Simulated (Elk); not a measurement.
An Elk run on Tb with settings drawn from a wide range, so not all are converged; totals and levels move with the basis, and no second program has checked them. Method: DFT, Wu-Cohen GGA, all-electron APW+lo, Dirac cores, scalar-relativistic bands (Elk 11.2.3 with local patches). Elk's input is in atomic units.

Command: `OMP_NUM_THREADS=1 elk` The run took 0.02 s on 1 thread of Arm Neoverse N1, on a shared host, peak memory 0.04 GiB.

```
tasks
  0
  110
  115
  15

xctype
  26

rgkmax
  6.5

gmaxvr
  10

lmaxapw
  8

lmaxo
  6

lmaxi
  2

nrmtscf
  1.5

nempty
  4

epspot
  1e-06

epsengy
  0.0001

maxscl
  60

swidth
  0.004

stype
  3

lradstp
  2

mixtype
  3

hmaxvr
  6

nxoapwlo
  1

reducebf
  0.5

spinpol
  .true.

tforce
  .false.

autolinengy
  .true.

spincore
  .true.

sppath
  './'

avec
  0.00000000000 4.82470952230 4.82470952230
  4.82470952230 0.00000000000 4.82470952230
  4.82470952230 4.82470952230 0.00000000000

atoms
  1
  'Tb.in'
  1
  0.000000000000 0.000000000000 0.000000000000   0.000 0.000 -0.500

ngridk
  11 11 11
```

Muffin-tin radii in the species files: Tb 2.80 bohr.

The cell is the one relaxed in the Materials Project (mp-7163), not relaxed further here; entries there can be hypothetical. The listed cell was then made from it by scaling, straining or moving an atom.

Q: What does the run give?

A: It refused before any iteration.
```
Error(init0): requested spin-polarised run with spin-unpolarised
 exchange-correlation functional
```
